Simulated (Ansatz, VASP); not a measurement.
## ZnO (zincite) in VASP and in Ansatz

```
CELL_PARAMETERS angstrom
3.20539 0.00000 0.00000
-1.60270 2.77595 0.00000
0.00000 0.00000 5.13535
ATOMIC_POSITIONS crystal
Zn 0.66667 0.33333 0.00000
Zn 0.33333 0.66667 0.50000
O 0.33333 0.66667 0.87901
O 0.66667 0.33333 0.37901
```

Alike in both runs: task single point; functional revPBE; dispersion D4; k mesh 9 × 9 × 5; occupations fermi-dirac, width 0.05 eV; no spin polarisation.

|  | VASP | Ansatz |
| --- | --- | --- |
| version | VASP 6.6.1 | Ansatz 0.2.0 |
| potentials or method | VASP PAW PBE potentials, release 64 (Zn, O) | Ansatz PAW |
| plane-wave cutoff (eV) | 520 | 420 |
| valence electrons in the cell | 36 | 36 |

```csv
,VASP,Ansatz,Ansatz less VASP
gap on the k mesh at the Fermi level (eV),0.91,0.93,+0.020
least direct gap on the mesh (eV),0.91,0.93,+0.020
pressure (GPa),8.5,7.2,-1.36
largest component of the traceless stress (GPa),1.38,1.35,-0.031
rms of the force components (eV/Å),0.049,0.047,-0.0018
dispersion energy (meV/atom),-485.3,-485.4,-0.11
```

Atom by atom the forces differ by 0.002 eV/Å (rms over components).

Caveats: the PAW data sets were made with another functional, which shifts forces and pressure a little (VASP); odd divisions of the mesh miss points on the zone boundary, where band edges often lie, so the gap on the mesh can be too wide (Ansatz); the pressure holds a Pulay correction of +0.7 GPa for the finite cutoff (Ansatz); the PAW data sets come from PBE, with cores solved anew for the run's functional, which leaves a small shift of forces and pressure (Ansatz). As with any semilocal functional, this revPBE gap is likely too small.
